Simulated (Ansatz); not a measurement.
## Sc in Ansatz: the effect of target pressure

Sc:

```
Sc
1.0
     3.30900    0.00000    0.00000
    -1.65450    2.86568    0.00000
     0.00000    0.00000    5.27330
Sc
2
Direct
  0.66667 0.33333 0.75000
  0.33333 0.66667 0.25000
```

Alike in all runs:

```yaml
Program: Ansatz 0.2.0
Task: relaxation of cell and atoms
Functional: PBEsol
Potentials_or_basis: Ansatz PAW
Cutoff: "420 eV (not typed: the program's choice for these potentials)"
k_mesh: 9 × 9 × 5
Occupations: fermi-dirac, width 0.05 eV
Spin: no spin polarisation
```

Each run relaxes the cell or the atoms first.

```csv
target pressure,relaxed volume (Å³/atom)
0 GPa,23.67
2 GPa,22.90
5 GPa,21.92
10 GPa,20.59
20 GPa,18.60
30 GPa,?
```

What does the run with target pressure 30 GPa give?

Relaxed volume 17.10 Å³/atom.

Worked out: In Murnaghan's law V^(-B') rises as a straight line in P. The other rows fit best with B' = 2.7, V0 = 23.66 Å³/atom and B0 = 59 GPa, which gives 17.18 Å³/atom at 30 GPa, against the run's 17.10.

Caveats: the plane-wave basis is chosen anew once the cell has moved, so the energies of steps on either side of that aren't comparable; the PAW data sets come from PBE, with cores solved anew for the run's functional, which leaves a small shift of forces and pressure; the volume moved by over 15 % at a fixed basis, so the end points are rough (some runs).
